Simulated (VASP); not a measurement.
Output of a VASP run:

**OUTCAR**
```
 ion  position               nearest neighbor table
   1  0.000  0.000  0.000-
   2  0.500  0.500  0.500-
  LATTYP: Found a simple cubic cell.
 ALAT       =     4.1200000000
 Subroutine PRICEL returns:
 Original cell was already a primitive cell.
 Subroutine GETGRP returns: Found 48 space group operations
The static configuration has the point symmetry O_h .
The dynamic configuration has the point symmetry O_h .
 Subroutine INISYM returns: Found 48 space group operations
 Subroutine IBZKPT returns following result:
 Found     20 irreducible k-points:

 Following reciprocal coordinates:
            Coordinates               Weight
  0.000000  0.000000  0.000000      1.000000
  0.166667  0.000000  0.000000      6.000000
  0.333333  0.000000  0.000000      6.000000
  0.500000  0.000000  0.000000      3.000000
  0.166667  0.166667  0.000000     12.000000
  0.333333  0.166667  0.000000     24.000000
  0.500000  0.166667  0.000000     12.000000
  0.333333  0.333333  0.000000     12.000000
  0.500000  0.333333  0.000000     12.000000
  0.500000  0.500000  0.000000      3.000000
  0.166667  0.166667  0.166667      8.000000
  0.333333  0.166667  0.166667     24.000000
  0.500000  0.166667  0.166667     12.000000
  0.333333  0.333333  0.166667     24.000000
  0.500000  0.333333  0.166667     24.000000
  0.500000  0.500000  0.166667      6.000000
  0.333333  0.333333  0.333333      8.000000
  0.500000  0.333333  0.333333     12.000000
  0.500000  0.500000  0.333333      6.000000
  0.500000  0.500000  0.500000      1.000000
   k-points           NKPTS =     20   k-points in BZ     NKDIM =     20   number of bands    NBANDS=     12
   number of dos      NEDOS =    301   number of ions     NIONS =      2
   total plane-waves  NPLWV =  32768
   dimension x,y,z NGX =    32 NGY =   32 NGZ =   32
   dimension x,y,z NGXF=    64 NGYF=   64 NGZF=   64
   ions per type =               1   1
   PREC   = accura    normal or accurate (medium, high low for compatibility)
   ISTART =      0    job   : 0-new  1-cont  2-samecut
   ICHARG =      2    charge: 1-file 2-atom 10-const
   ISPIN  =      1    spin polarized calculation?
   LNONCOLLINEAR =      F non collinear calculations
   LSORBIT =      F    spin-orbit coupling
   INIWAV =      1    electr: 0-lowe 1-rand  2-diag
   ENCUT  =  520.0 eV  38.22 Ry    6.18 a.u.   7.66  7.66  7.66*2*pi/ulx,y,z
   NELM   =    100;   NELMIN=  2; NELMDL= -5     # of ELM steps
   EDIFF  = 0.1E-05   stopping-criterion for ELM
   LREAL  =      F    real-space projection
   NLSPLINE    = F    spline interpolate recip. space projectors
   LMAXMIX     =    4 max onsite mixed and CHGCAR
   VOSKOWN=      0    Vosko Wilk Nusair interpolation
   EDIFFG = -.1E-01   stopping-criterion for IOM
   NSW    =     60    number of steps for IOM
   NBLOCK =      1;   KBLOCK =     60    inner block; outer block
   IBRION =      2    ionic relax: 0-MD 1-quasi-New 2-CG
   NFREE  =      1    steps in history (QN), initial steepest desc. (CG)
   ISIF   =      3    stress and relaxation
   ISYM   =      2    0-nonsym 1-usesym 2-fastsym
   TEIN   =    0.0    initial temperature
   TEBEG  =    0.0;   TEEND  =   0.0 temperature during run
   SMASS  =  -3.00    Nose mass-parameter (am)
   PSTRESS=    0.0 pullay stress
   NELECT =      16.0000    total number of electrons
   EFERMI =   0.00;   METHOD = LEGACY
   ISMEAR =     0;   SIGMA  =   0.05  broadening in eV -4-tet -1-fermi 0-gaus
   IALGO  =     38    algorithm
   LDIAG  =      T    sub-space diagonalisation (order eigenvalues)
   IMIX   =      4    mixing-type and parameters
     AMIX     =   0.40;   BMIX     =  1.00
     AMIX_MAG =   1.60;   BMIX_MAG =  1.00
     AMIN     =   0.10
   GGA     = RP    functional components
   VOSKOWN =     0    Vosko Wilk Nusair interpolation
   LHFCALC =     F    Hartree Fock is set to
   LHFONE  =     F    Hartree Fock one center treatment
...
```

**OSZICAR**
```
...
DAV:   5    -0.646540316570E+01   -0.97539E-03   -0.97533E-03   600   0.827E-01    0.259E+00
DAV:   6    -0.608841709690E+01    0.37699E+00   -0.65005E-01   548   0.472E+00    0.213E+00
DAV:   7    -0.605040581621E+01    0.38011E-01   -0.24662E-01   644   0.287E+00    0.125E+00
DAV:   8    -0.605950981440E+01   -0.91040E-02   -0.22437E-02   540   0.120E+00    0.155E-01
DAV:   9    -0.606099264148E+01   -0.14828E-02   -0.44434E-03   576   0.478E-01    0.129E-01
DAV:  10    -0.606146076087E+01   -0.46812E-03   -0.59447E-04   536   0.230E-01    0.170E-02
DAV:  11    -0.606149612327E+01   -0.35362E-04   -0.64212E-05   640   0.657E-02    0.805E-03
DAV:  12    -0.606149974405E+01   -0.36208E-05   -0.19904E-05   544   0.353E-02    0.530E-03
DAV:  13    -0.606149943213E+01    0.31191E-06   -0.60392E-07   424   0.664E-03
   1 F= -.60614994E+01 E0= -.60614994E+01  d E =-.606150E+01
       N       E                     dE             d eps       ncg     rms          rms(c)
DAV:   1    -0.693088566518E+01   -0.86939E+00   -0.15154E+01   480   0.257E+01    0.458E+00
DAV:   2    -0.627832808179E+01    0.65256E+00   -0.11094E+00   496   0.638E+00    0.161E+00
DAV:   3    -0.614981392856E+01    0.12851E+00   -0.34754E-01   484   0.360E+00    0.859E-01
DAV:   4    -0.614302647125E+01    0.67875E-02   -0.24513E-02   528   0.103E+00    0.193E-01
DAV:   5    -0.614298987881E+01    0.36592E-04   -0.15134E-03   516   0.267E-01    0.130E-01
DAV:   6    -0.614307600358E+01   -0.86125E-04   -0.15658E-04   524   0.112E-01    0.483E-02
DAV:   7    -0.614307810042E+01   -0.20968E-05   -0.48486E-05   524   0.480E-02    0.113E-02
DAV:   8    -0.614308388653E+01   -0.57861E-05   -0.42667E-06   532   0.198E-02    0.151E-03
DAV:   9    -0.614308398962E+01   -0.10308E-06   -0.15465E-07   332   0.362E-03
   2 F= -.61430840E+01 E0= -.61430840E+01  d E =-.815846E-01
       N       E                     dE             d eps       ncg     rms          rms(c)
DAV:   1    -0.669137716689E+01   -0.54829E+00   -0.10002E+01   480   0.208E+01    0.375E+00
DAV:   2    -0.625493292374E+01    0.43644E+00   -0.76240E-01   496   0.520E+00    0.129E+00
DAV:   3    -0.617253989567E+01    0.82393E-01   -0.22131E-01   484   0.284E+00    0.692E-01
DAV:   4    -0.616758142438E+01    0.49585E-02   -0.17211E-02   524   0.845E-01    0.156E-01
DAV:   5    -0.616756235638E+01    0.19068E-04   -0.97583E-04   520   0.211E-01    0.103E-01
DAV:   6    -0.616761314676E+01   -0.50790E-04   -0.10569E-04   536   0.937E-02    0.333E-02
DAV:   7    -0.616761276341E+01    0.38334E-06   -0.29143E-05   528   0.347E-02    0.877E-03
DAV:   8    -0.616761723625E+01   -0.44728E-05   -0.25961E-06   512   0.151E-02    0.107E-03
DAV:   9    -0.616761723983E+01   -0.35786E-08   -0.96046E-08   300   0.286E-03
   3 F= -.61676172E+01 E0= -.61676172E+01  d E =-.106118E+00
       N       E                     dE             d eps       ncg     rms          rms(c)
DAV:   1    -0.620658119428E+01   -0.38964E-01   -0.72013E-01   480   0.566E+00    0.104E+00
DAV:   2    -0.617505881547E+01    0.31522E-01   -0.56081E-02   492   0.140E+00    0.345E-01
DAV:   3    -0.616933106250E+01    0.57278E-02   -0.15167E-02   484   0.740E-01    0.194E-01
DAV:   4    -0.616890953826E+01    0.42152E-03   -0.13075E-03   532   0.230E-01    0.453E-02
DAV:   5    -0.616890497084E+01    0.45674E-05   -0.68429E-05   528   0.570E-02    0.269E-02
DAV:   6    -0.616890411740E+01    0.85344E-06   -0.67376E-06   524   0.237E-02
   4 F= -.61689041E+01 E0= -.61689041E+01  d E =-.107405E+00
```

File OUTCAR:
```
------------------------ aborting loop because EDIFF is reached ----------------------------------------
  FORCE on cell =-STRESS in cart. coord.  units (eV):
  Direction    XX          YY          ZZ          XY          YZ          ZX
  --------------------------------------------------------------------------------------
  Total        0.0056422      0.0056422      0.0056422     -0.0000000     -0.0000000      0.0000000
  in kB        0.1077624      0.1077624      0.1077624     -0.0000000     -0.0000000      0.0000000
  external PRESSURE =       0.1077624 kB  Pullay stress =       0.0000000 kB
  volume of cell :       83.89
      direct lattice vectors                 reciprocal lattice vectors
     4.377541631 -0.000000000  0.000000000     0.228438718 -0.000000000 -0.000000000
     0.000000000  4.377541631 -0.000000000     0.000000000  0.228438718 -0.000000000
     0.000000000  0.000000000  4.377541631    -0.000000000  0.000000000  0.228438718
 POSITION                                       TOTAL-FORCE (eV/Angst)
 -----------------------------------------------------------------------------------
      0.00000      0.00000      0.00000        -0.000000      0.000000      0.000000
      2.18877      2.18877      2.18877         0.000000      0.000000      0.000000
 -----------------------------------------------------------------------------------
    total drift:                                0.000000      0.000000     -0.000000
  FREE ENERGIE OF THE ION-ELECTRON SYSTEM (eV)
  ---------------------------------------------------
  free  energy   TOTEN  =        -6.1689041174 eV

  energy  without entropy=       -6.1689041174  energy(sigma->0) =       -6.16890412

 reached required accuracy - stopping structural energy minimisation
```
(Selected blocks of OUTCAR.)

**POSCAR**
```
CsCl
1
    4.1200000000     0.0000000000     0.0000000000
    0.0000000000     4.1200000000     0.0000000000
    0.0000000000     0.0000000000     4.1200000000
Cs Cl
1 1
Direct
  0.0000000000   0.0000000000   0.0000000000
  0.5000000000   0.5000000000   0.5000000000
```

Problem. Write an INCAR and KPOINTS that could have produced this output.

Solution. Several could match; the one computed here: the input of the run itself, RPBE GGA, plane waves, VASP's PBE PAW potentials (set 64).

### INCAR
```
SYSTEM=CsCl
PREC=Accurate; ENCUT=520; LREAL=.FALSE.
LASPH=.TRUE.
EDIFF=1E-6; NELM=100; ALGO=Normal
LMAXMIX=4
ISMEAR=0; SIGMA=0.05
GGA=RP
IBRION=2; NSW=60; ISIF=3
EDIFFG=-0.01
LWAVE=.FALSE.; LCHARG=.FALSE.
```

### KPOINTS
```
Automatic mesh
0
Gamma
6 6 6
0 0 0
```

POTCAR, in this order: Cs_sv Cl (PBE.64 set). Program: vasp_std.

Energy and stress use the plane-wave basis of the starting cell.

The compound is CsCl in the CsCl type structure. This run relaxes it. Symmetry was kept, so distortions that lower it aren't found.
